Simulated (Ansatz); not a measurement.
# CdF2: the cost of one run

Method: DFT PBE, scalar-relativistic, plane waves, PAW, in Ansatz 0.2.0.

2 further runs of the same task are left out: 2 set aside as unsound or not needed.

**1. The starting structure**

Symmetry: P-1, No. 2, triclinic system. Conventional cell: a = 3.905 Å, b = 3.907 Å, c = 6.781 Å, α = 84.73°, β = 84.59°, γ = 60.03°. Around Cd (site symmetry -1) lie 6 Cl at 2.67 Å. Around Cl (site symmetry 1) lie 3 Cd at 2.67 Å.

As a file:

```cif
data_structure
_symmetry_space_group_name_H-M 'P 1'
_symmetry_Int_Tables_number 1
_cell_length_a 3.9071
_cell_length_b 3.9050
_cell_length_c 6.7811
_cell_angle_alpha 84.588
_cell_angle_beta 84.731
_cell_angle_gamma 60.026
_cell_volume 89.10
loop_
_atom_site_label
_atom_site_type_symbol
_atom_site_fract_x
_atom_site_fract_y
_atom_site_fract_z
_atom_site_occupancy
Cd1 Cd 0.50000 0.50000 0.00000 1
Cl1 Cl 0.81122 0.80979 0.21285 1
Cl2 Cl 0.18878 0.19021 0.78715 1
```

It goes back to an entry of the Materials Project, which need not be the stable form.

This cell was relaxed beforehand with the same method: volume 29.70 Å³/atom, gap on the mesh 3.65 eV.

**2. The substitution Cl → F**

The start of CdF2: fractional positions of relaxed CdCl2, cell scaled by 0.826, a guess from tabulated radii.

**3. A first look at the start (CdF2)**

File input.yaml:

```yaml
crystal:
  lattice:
    - [3.2265376591, 0.0048284736, -0.007852088]
    - [1.6068971404, 2.7958165859, -0.0247546261]
    - [0.5272493997, 0.3554244692, 5.5637141954]
  atoms:
    - { symbol: Cd, position: [0.5, 0.5, 0.0] }
    - { symbol: F, position: [0.8112226784, 0.8097913537, 0.2128468127] }
    - { symbol: F, position: [0.1887773216, 0.1902086463, 0.7871531873] }
basis:
  ecutwfc: 420
kpoints:
  mp_grid: { grid: [6, 6, 4] }
hamiltonian:
  xc: pbe
scf:
  occupations: { method: gaussian, width: 0.1 }
output:
  forces: true
  stress: true
  eigenvalues: true
```

Started as:

```console
$ ansatz run input.yaml --threads 1 --pin off --max-ram 1331MiB --backend cpu --events-out ev --progress --plain --runs-dir out
```

Q: Estimate wall time and peak memory on 1 thread of an x86-64 CPU, shared host.

About 1.5 s, with a peak of 0.41 GiB.
